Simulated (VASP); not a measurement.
Wanted: the native input for a VASP 6.6.1 run.

| Quantity | Value |
| --- | --- |
| Task | single point |
| Functional | LDA |
| Potentials or basis | VASP PAW LDA potentials, release 64 (Mn_pv, As) |
| Cutoff | 520 eV |
| k mesh | 14 × 14 × 8 |
| Occupations | gaussian, width 0.05 eV |
| Spin | no spin polarisation |
| Dipole correction | no |
| Further INCAR settings | ALGO = Fast; EDIFF = 1e-06; NBANDS = 26 |

The structure of MnAs lies in POSCAR:

```
MnAs
1.0
    3.7172000000      0.0000000000      0.0000000000
   -1.8586000000      3.2191896309      0.0000000000
    0.0000000000      0.0000000000      5.7044000000
Mn As
2 2
Direct
    0.0000000000      0.0000000000      0.0000000000
    0.0000000000      0.0000000000      0.5000000000
    0.3333333333      0.6666666667      0.2500000000
    0.6666666667      0.3333333333      0.7500000000
```

The input as run:

INCAR

```
PREC     = Accurate       # precision mode
ENCUT    = 520            # plane-wave cutoff, eV
EDIFF    = 1E-6           # SCF threshold, eV
ISMEAR   = 0              # smearing method
SIGMA    = 0.05           # smearing width, eV
LREAL    = False          # projectors in reciprocal space
LASPH    = True           # aspherical terms in the spheres
NELM     = 100            # most SCF steps
ALGO     = Fast           # electronic algorithm
ISIF     = 2              # what is computed and relaxed
LWAVE    = False          # write WAVECAR
LCHARG   = False          # write CHGCAR
GGA      = CA             # functional
NBANDS   = 26             # bands
```

KPOINTS

```
regular mesh
0
Gamma
  14 14 8
```

Potentials or basis: VASP PAW LDA potentials, release 64 (Mn_pv, As).

Command:

```bash
$ cat potpaw_LDA.64/Mn_pv/POTCAR potpaw_LDA.64/As/POTCAR > POTCAR
$ mpirun -np 1 vasp_std > vasp.out
```

Results of the run:

```json
{
  "Pressure": "-27.5 GPa",
  "Band gap on the k mesh": "none (metal or under the smearing width)"
}
```

Caveat: so large a pressure means that the cell lies far from this level's equilibrium, or that cutoff or potentials fall short.

It took 85 s on 1 thread of AMD EPYC 9R45 96-Core Processor (Zen 5), on a shared host, peak memory 0.26 GiB.
